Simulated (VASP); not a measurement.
## AlN: direct gap against volume per atom

All results are calculated (VASP 6.6.1). Plane-wave PAW density functional theory at fixed atoms, no spin polarisation, Gamma-centred mesh; band v is the last by electron count, c the next, levels count from the top of v, gaps are read over the k mesh and the listed points, a negative gap is an overlap (a metal).

Cell of the first row (space group Fm-3m, No. 225):
```
CELL_PARAMETERS angstrom
0.00000 1.93810 1.93810
1.93810 0.00000 1.93810
1.93810 1.93810 0.00000
ATOMIC_POSITIONS crystal
Al 0.00000 0.00000 0.00000
N 0.50000 0.50000 0.50000
```

Settings of every row: functional PBE; spin orbit no; screening parameter 0 Å⁻¹; occupations Fermi-Dirac; smearing width 0.02 eV; wave cutoff 520 eV; datasets recommended PBE set; valence electrons 8; k mesh a 10; k mesh b 10; k mesh c 10.

Point:
```csv
name,a (reciprocal cell vector),b (reciprocal cell vector),c (reciprocal cell vector)
Gamma,0,0,0
X,0.5,0,0.5
K,0.375,0.375,0.75
L,0.5,0.5,0.5
W,0.5,0.25,0.75
PBE-CBM,0,0.5,0.5
```

Limits: semilocal functionals tend to give too small a gap; the cell comes from a prototype or a list of computed structures and needn't be the stable phase.

```csv
row,volume per atom (Å³),direct gap (eV),band gap (eV)
1,7.28,7.627,5.056
2,7.51,7.126,5.125
3,7.745,6.644,5.187
4,7.984,?,?
5,8.229,5.738,4.646
6,8.478,5.312,4.361
7,8.732,4.903,4.085
8,8.992,4.51,3.82
9,9.256,4.132,3.564
```

Question: what direct gap should row 4 give?

Worked fit of direct gap. Take t = volume per atom − 8.3, in Å³. The shown rows have t = -1.02, -0.79, -0.555, -0.071, 0.178, 0.432, 0.692, 0.956. Least squares give direct gap = 5.6141 − 1.7491 × t + 0.21392 × t² eV; a straight line predicts inner rows, each left out in turn, worse (root mean square 0.07 against 0.0055 eV). The rows lie off it by 0.006, -0.003, -0.007, -0.001, 0.002, 0.005, 0.004, -0.005 (root mean square 0.0045 eV), a smooth pattern that one more power would take up: the form is only approximate. The withheld row has t = -0.316, so the fit gives 5.6141 − 1.7491 × (-0.316) + 0.21392 × (-0.316)² = 6.188 eV.

The calculation gave 6.182 eV. The fit lies 0.006 eV (0.17 % of the column's range) above it; its largest miss of a shown row is 0.007 eV.

The other values of row 4: band gap 4.942 eV.
